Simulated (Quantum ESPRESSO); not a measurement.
# HgTe (Coloradoite) under changes of volume

One of the cells (33.215 Å³/atom); the others are scaled copies at fixed shape and fractional positions:

```
CELL_PARAMETERS angstrom
0.00000 3.21450 3.21450
3.21450 0.00000 3.21450
3.21450 3.21450 0.00000
ATOMIC_POSITIONS crystal
Hg 0.00000 0.00000 0.00000
Te 0.75000 0.75000 0.75000
```

| Property | Result |
| --- | --- |
| Program | Quantum ESPRESSO 7.5 |
| Functional | LDA |
| Potentials or basis | GBRV 1.5 LDA |
| Cutoff | 612 eV |
| Density cutoff | 4898 eV |
| k mesh | 7 × 7 × 7 |
| Occupations | fermi-dirac, width 0.05 eV |
| Spin | no spin polarisation |

```tsv
volume (Å³/atom)	energy over the lowest point (meV/atom)	pressure (GPa)
31.223	30.37	4.3
31.887	15.27	2.9
32.551	5.61	1.7
33.215	?	?
33.880	0.00	-0.3
34.544	3.13	-1.2
35.208	9.53	-1.9
```

Question: What does the run at 33.215 Å³/atom give?

Answer: Energy over the lowest point 0.68 meV/atom; pressure 0.6 GPa.

Worked out: A Birch-Murnaghan fit of order 3 (a polynomial in V^(-2/3)) to the other rows has its minimum at 33.66 Å³/atom with B0 = V·E''(V) = 48 GPa and B' = 5.1. It gives 0.69 meV/atom at 33.215 Å³/atom, against the run's 0.68, and -dE/dV = 0.7 GPa, against 0.6.

Energies are extrapolated to zero smearing.
